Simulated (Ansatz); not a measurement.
MoSe2:

```xyz
6
Lattice="3.2880 0.0000 0.0000 -1.6440 2.8475 0.0000 0.0000 0.0000 12.9000" Properties=species:S:1:pos:R:3 pbc="T T T"
Mo    1.6440    0.9492    9.6750
Mo    0.0000    1.8983    3.2250
Se    1.6440    0.9492    4.8375
Se    0.0000    1.8983   11.2875
Se    1.6440    0.9492    1.6125
Se    0.0000    1.8983    8.0625
```

| Property | Result |
| --- | --- |
| Program | Ansatz 0.2.0 |
| Task | relaxation of cell and atoms |
| Functional | revPBE |
| Dispersion | D4 |
| Potentials or basis | Ansatz PAW |
| Cutoff | 420 eV (not typed: the program's choice for these potentials) |
| k mesh | 9 × 9 × 2 |
| Occupations | fermi-dirac, width 0.05 eV |
| Spin | no spin polarisation |

At the start: volume 20.13 Å³/atom.

Task: Where does the relaxation end?

Result: It ends after 5 steps and the volume is 19.34 Å³/atom (-3.9 %); space group P6_3/mmc (No. 194, to 0.05 Å).

The path:
```tsv
step	energy change (eV)	largest force (eV/Å)	volume (Å³)
1	0.0000	1.1550	120.78
2	-0.1689	0.0293	117.44
3	-0.1719	0.0017	115.68
4	-0.1724	0.0016	116.07
5	-0.1717	0.0016	116.07
```

Final structure:
```yaml
crystal:
  lattice:
    - [3.26727, 0.00000, 0.00000]
    - [-1.63364, 2.82954, 0.00000]
    - [0.00000, 0.00000, 12.55457]
  atoms:
    - { symbol: Mo, position: [0.66667, 0.33333, 0.75000] }
    - { symbol: Mo, position: [0.33333, 0.66667, 0.25000] }
    - { symbol: Se, position: [0.66667, 0.33333, 0.38356] }
    - { symbol: Se, position: [0.33333, 0.66667, 0.88356] }
    - { symbol: Se, position: [0.66667, 0.33333, 0.11644] }
    - { symbol: Se, position: [0.33333, 0.66667, 0.61644] }
```

Caveat: the plane-wave basis is chosen anew once the cell has moved, so the energies of steps on either side of that aren't comparable; the PAW data sets come from PBE, with cores solved anew for the run's functional, which leaves a small shift of forces and pressure.
